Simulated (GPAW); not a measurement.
**PtS2 in GPAW: the effect of Hubbard term**

The system is PtS2.

```xyz
3
Lattice="3.5432 0.0000 0.0000 -1.7716 3.0685 0.0000 0.0000 0.0000 5.0388" Properties=species:S:1:pos:R:3 pbc="T T T"
Pt    0.0000    0.0000    0.0000
S     1.7716    1.0228    3.8950
S     0.0000    2.0457    1.1438
```

Alike in all runs:

- Program: GPAW 26.7.0
- Task: optical spectrum
- Functional: PBE
- Potentials or basis: GPAW PAW data sets (gpaw-data 1.2.1)
- Cutoff: 400 eV
- Basis: pw
- k mesh: 7 × 7 × 4
- Occupations: fermi-dirac, width 0.001 eV
- Spin: no spin polarisation
- Response ecut: 50 eV
- Eta: 0.1 eV
- Maxiter: 150
- Response k mesh: 17 × 17 × 10
- Domega0: 0.05 eV
- Omega2: 10 eV
- Kernel: RPA

| Hubbard term | gap on the mesh (eV) |
| --- | --- |
| none | 0.81 |
| Pt d U = 2.0 eV | 0.77 |
| Pt d U = 4.0 eV | 0.73 |
| Pt d U = 6.0 eV | 0.68 |
| Pt d U = 8.0 eV | ? |

**Question.** What does the run with Hubbard term Pt d U = 8.0 eV give?

**Answer.** gap on the mesh 0.61 eV.

Worked out: A straight line through the other rows of the gap on the mesh, of slope -0.0215 eV per eV, extrapolates to 0.64 eV, against the run's 0.61.

Caveats: with so narrow a direct gap the onset needs a denser k mesh; the long-wavelength limit can be off by several per cent where d states take part; independent-particle spectra lack excitons; spin-orbit coupling is left out, which moves the levels of the heavy elements; an odd mesh through Γ misses points on the zone boundary, where band edges often lie; response on these states lacks terms of the Hamiltonian (some runs).

A gap of «none» marks a metal or a gap under the smearing width.
